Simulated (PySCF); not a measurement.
Cartesian coordinates in Å; atom numbers follow the order of the lines, from 1:
```xyz
14

N     2.277   -0.211    0.201
C     0.908   -0.079    0.067
C     0.262    1.081    0.494
C    -1.114    1.181    0.427
C    -1.871    0.131   -0.066
C    -1.236   -1.023   -0.494
C     0.139   -1.131   -0.431
H     2.714   -0.915   -0.371
H     2.801    0.645    0.281
H     0.851    1.902    0.879
H    -1.599    2.086    0.760
H    -2.946    0.212   -0.118
H    -1.818   -1.846   -0.884
H     0.633   -2.033   -0.766
```

PySCF 2.14 calculation with B3LYP/pcJ-1 coupling constants (spin–dipole term only in couplings to heteroatoms), GFN2-xTB geometry and shieldings: GIAO PBE0/pcSseg-1; isolated molecule, one conformer, relativity neglected, one averaged value for each set of equivalent atoms.

Scale: 1H (σref 31.72) against TMS (reference shieldings calculated alike).

The spectrum was simulated from the full spin Hamiltonian at 600 MHz with 1.0 Hz Lorentzian lines, from shifts rounded to 0.01 ppm and J to 0.1 Hz, couplings under 1 Hz left out. Exchangeable protons (2H) are left uncoupled and out of the list.

Question: List the maxima of its 1H spectrum with integrals.

Answer: 
Maxima in Hz from TMS (height), grouped by integral:
2H: 4456.6 (11), 4454.9 (47), 4446.1 (87), 4437.4 (51), 4435.6 (12)
1H: 4118.4 (41), 4109.9 (76), 4101.4 (37)
2H: 4038.2 (23), 4036.5 (100), 4027.5 (96), 4025.8 (22)

Question: Summarise it as multiplets with assignments.

Answer: 1H NMR (600 MHz, computed): δ 7.41 (t, J = 8.7 Hz, 2H, H11/H13), 6.85 (t, J = 8.5 Hz, 1H, H12), 6.72 (d, J = 9.0 Hz, 2H, H10/H14), 3.36 (br s, 2H, H8/H9). These are first-order names; overlap and second-order distortion can hide them in the list.

Exchangeable OH/NH protons stand at their gas-phase positions; hydrogen bonding in a real sample shifts them, mostly to higher δ. Multiplet labels drop couplings under 1 Hz and merge nearly equal ones. Couplings among chemically equivalent protons are left out too, so labels in AA′BB′ or AA′XX′ sets are apparent multiplicities. Unscaled 3J(H,H) at this level run about 10 % above measured values.
